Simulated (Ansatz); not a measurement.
Crystal: GaAs.

```
As Ga
1.0
     0.00000    2.82685    2.82685
     2.82685    0.00000    2.82685
     2.82685    2.82685    0.00000
As Ga
1 1
Direct
  0.75000 0.75000 0.75000
  0.00000 0.00000 0.00000
```

```yaml
Program: Ansatz 0.2.0
Task: relaxation of cell and atoms
Functional: PBE
Potentials_or_basis: Ansatz PAW
Cutoff: "420 eV (not typed: the program's choice for these potentials)"
k_mesh: 8 × 8 × 8
Occupations: fermi-dirac, width 0.05 eV
Spin: no spin polarisation
```

At the start: volume 22.59 Å³/atom.

Problem. How do energy, volume and symmetry change on relaxing?

Solution. It ends after 5 steps and the volume is 23.71 Å³/atom (+4.9 %); space group F-43m (No. 216, to 0.05 Å).

The path:
```csv
step,energy change (eV),largest force (eV/Å),volume (Å³)
1,0.0000,0.0000,45.18
2,-0.0204,0.0000,46.94
3,-0.0212,0.0000,47.37
4,-0.0212,0.0000,47.41
5,-0.0217,0.0000,47.41
```

Final structure:
```yaml
crystal:
  lattice:
    - [0.00000, 2.87265, 2.87265]
    - [2.87265, 0.00000, 2.87265]
    - [2.87265, 2.87265, 0.00000]
  atoms:
    - { symbol: As, position: [0.75000, 0.75000, 0.75000] }
    - { symbol: Ga, position: [0.00000, 0.00000, 0.00000] }
```

Caveat: the plane-wave basis is chosen anew once the cell has moved, so the energies of steps on either side of that aren't comparable.
